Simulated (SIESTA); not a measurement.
Runs of SIESTA 5.4.2 on ZrC. The structure is cubic, space group Fm-3m (No. 225). The conventional cell has a = 4.730 Å, b = 4.730 Å, c = 4.730 Å, α = 90.00°, β = 90.00°, γ = 90.00°. Around Zr (site symmetry m-3m) lie 6 C at 2.37 Å. Around C (site symmetry m-3m) lie 6 Zr at 2.37 Å. 

```csv
task,level,potentials or basis,gap on the mesh (eV),pressure (GPa)
band structure,revPBE,"PseudoDojo 0.4 standard (PBE files), DZP (energy shift 0.003 Ry; two zetas on semicore shells)",none,(b)
band structure,PW91,"PseudoDojo 0.4 standard (PBE files), DZP (energy shift 0.003 Ry; two zetas on semicore shells)",none,-0.9
band structure,AM05,"PseudoDojo 0.4 standard (PBEsol files), DZP (energy shift 0.003 Ry; two zetas on semicore shells)",none,-7.0
band structure,PBEsol,"PseudoDojo 0.4 standard (PBEsol files), DZP (energy shift 0.003 Ry; two zetas on semicore shells)",none,(a)
band structure,WC,"PseudoDojo 0.4 standard (PBEsol files), DZP (energy shift 0.003 Ry; two zetas on semicore shells)",none,-5.7
single point,PBE,"PseudoDojo 0.4 standard (PBE files), DZP (energy shift 0.003 Ry; two zetas on semicore shells)",none,-0.9
band structure,LDA,"PseudoDojo 0.4 standard (LDA files), DZP (energy shift 0.003 Ry; two zetas on semicore shells)",none,-10.3
```

Alike in all rows: no spin polarisation; cell as given; k mesh 10 × 10 × 10; smearing fermi-dirac 0.05 eV; grid cutoff 800 Ry; energy shift 0.003 Ry.

Fill in the values left out.

(a) -6.4; (b) 0.9.

Caveats: the basis of atomic orbitals isn't converged, which shifts pressures, moduli and gaps; the potentials were made for another functional, which shifts forces and pressure (some runs).

A k mesh can miss the band edges, and the runs leave out spin-orbit coupling on Zr.

A gap of «none» marks a metal or a gap under the smearing width.
